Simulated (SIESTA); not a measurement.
MgB2:

```
Mg B
1.0
     3.08500    0.00000    0.00000
    -1.54250    2.67169    0.00000
     0.00000    0.00000    3.52300
Mg B
1 2
Direct
  0.00000 0.00000 0.00000
  0.66667 0.33333 0.50000
  0.33333 0.66667 0.50000
```

Base run:

```yaml
Program: SIESTA 5.4.2
Functional: LDA
Potentials_or_basis: PseudoDojo 0.4 standard (LDA files)
Basis: DZP (energy shift 0.002 Ry)
Grid_cutoff: 800 Ry
Energy_shift: 0.002 Ry
k_mesh: 10 × 10 × 8
Occupations: fermi-dirac, width 0.05 eV
Spin: no spin polarisation
```

Its results: band gap on the k mesh none (metal or under the smearing width); pressure -1.8 GPa.

Task: The run is repeated on the same cell with these changes: functional from LDA to AM05; potentials or basis from PseudoDojo 0.4 standard (LDA files) to PseudoDojo 0.4 standard (PBEsol files). What comes out?

Result: Band gap on the k mesh none (metal or under the smearing width); pressure 2.5 GPa.

Caveats: semicore shells carry a single zeta, which can move pressures by several GPa and volumes by a few percent; the basis of atomic orbitals isn't converged, which shifts pressures, moduli and gaps; the potentials were made for another functional, which shifts forces and pressure (some runs).

Not every run made on this cell is shown here.
